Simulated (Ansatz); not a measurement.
MnSb, one cell by several methods

```
Mn Sb
1.0
     0.00000    3.12146    3.02829
     3.12146    0.00000    3.02829
     3.12146    3.12146    0.00000
Mn Sb
1 1
Direct
  0.00000 0.00000 0.00000
  0.25000 0.25000 0.25000
```

Atoms are numbered in the order listed.

Conventional cell: a = 4.414 Å, b = 4.414 Å, c = 6.057 Å, α = 90.00°, β = 90.00°, γ = 90.00°. Mn (atom 1) is surrounded by 4 Sb at 2.68 Å. Sb (atom 2) is surrounded by 4 Mn at 2.68 Å.

The cell was built from the zincblende type and relaxed in the same program; it needn't be a known or the stable phase. The listed cell was then made from it by scaling, straining or moving an atom.

Other magnetic orders may lie lower; this is the state that the run reached.

Spin–orbit coupling is left out, though it moves levels of the heavy atoms by tenths of an eV or more.

All numbers are computed: DFT, PBE, PAW with Ansatz's default frozen-core files, scalar-relativistic (Ansatz 0.2.0); DFT, PBE, all-electron PAW with datasets made for the crystal, scalar-relativistic (Ansatz 0.2.0); DFT, PBE, all-electron LAPW, scalar-relativistic (Ansatz 0.2.0).

For PAW: a Γ-centred 10×10×10 k mesh, Fermi–Dirac smearing of 0.03 eV, cutoff 420 eV, spin-polarised from start moments Mn1 4 μB. The crystal-made all-electron datasets (AE datasets) take a cutoff of 240 eV at this cell. LAPW targets a basis error of 0.5 meV/atom. The Ansatz runs share mesh, smearing and spin set-up. Plane-wave (PAW) pressures include the program's estimate of the Pulay term.

Stress and pressure are positive in compression.

The change that made this cell: z strained by -2 % at fixed volume.

No spin–orbit coupling: at heavy atoms the gradients can be off by tens of per cent for that reason.

In a metal, gradients converge slowly with the k mesh: the values move by tens of per cent from one mesh to another, at times in sign, so only the comparison on one mesh counts.

| quantity | PAW | AE datasets | LAPW |
| --- | --- | --- | --- |
| pressure (GPa) | -0.04 | -0.04 | -0.03 |
| moment of the cell (μB) | 4.000 | 4.000 | 4.000 |
| field gradient Vzz at Mn1 (10²¹ V/m²) | 0.57 | 0.57 | – |
| field gradient Vzz at Sb2 (10²¹ V/m²) | 1.09 | 1.11 | – |

PAW's pressure differs from the LAPW value by about 0.01 GPa or less.
